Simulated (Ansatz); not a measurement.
System: MgI2 (layers cut from the bulk crystal).

The cell holds 6 atoms: 4 I and 2 Mg. Cell: a = 4.130 Å, b = 4.130 Å, c = 43.600 Å, α = 90.0°, β = 90.0°, γ = 120.0°. It derives from MgI2. Regions: layer 1, 3 atoms (2 I and 1 Mg); layer 2, 3 atoms (2 I and 1 Mg). Vacuum lies along c.

```xyz
6
Lattice="4.1297 0.0000 0.0000 -2.0648 3.5764 0.0000 0.0000 0.0000 43.6000" Properties=species:S:1:pos:R:3
I     2.0648    1.1921   16.6975
Mg    0.0000    0.0000   18.3786
I     0.0000    2.3843   20.0557
I     2.0648    1.1921   23.5443
Mg    0.0000    0.0000   25.2214
I     0.0000    2.3843   26.9025
```

The structure was relaxed with PBE-D3(BJ). At the settings of the band run the largest force is still 0.10 eV/Å. The runs that relaxed it are not among those shown. Spin-orbit coupling is left out unless a run names it.

Gaps computed with Ansatz 0.2.0 without a self-energy: PBE 3.60 eV, PBE+SOC 3.24 eV and HSE06 4.55 eV.

Q: Estimate the G0W0@PBE gap with 6×6×1 mesh, 766 empty bands, screening to 65 eV, PAW set soft_1 files.

About 5.49 eV: on its mesh the run moves the gap from 3.60 eV by +1.89 eV. Among the scalar-relativistic levels given, HSE06 is nearest (−0.94 eV). Spin-orbit coupling is not in that value; its −0.35 eV at the PBE level would bring it to about 5.13 eV. Bands and cutoff are finite, so the gap is not at the basis limit. The miss can reach some tenths of an eV and take either sign; the mesh is an error of its own. The mesh in the plane is coarse for a sheet; gap and any exciton binding can still move on denser ones. The many-body steps are scalar-relativistic: spin-orbit coupling is not in them.

[Paths, hosts, dates, memory and timing lines, banners, echoed tables and standing remarks are left out of the program output.]

[Logs are printed without paths, hosts, clocks, repeated set-up lines and the standing remarks that a program may print on its own settings, such as how far it seeks lower states.]

[Runs of the session that timed out or met a known fault of the program may be left out.]

[Cells called generated may have been cut or substituted from an entry of the Crystallography Open Database or the Materials Project.]

[Hosts, paths, dates, database ids (printed as entryN), source tags and the programs' standing remarks are cut or masked in the printed files.]
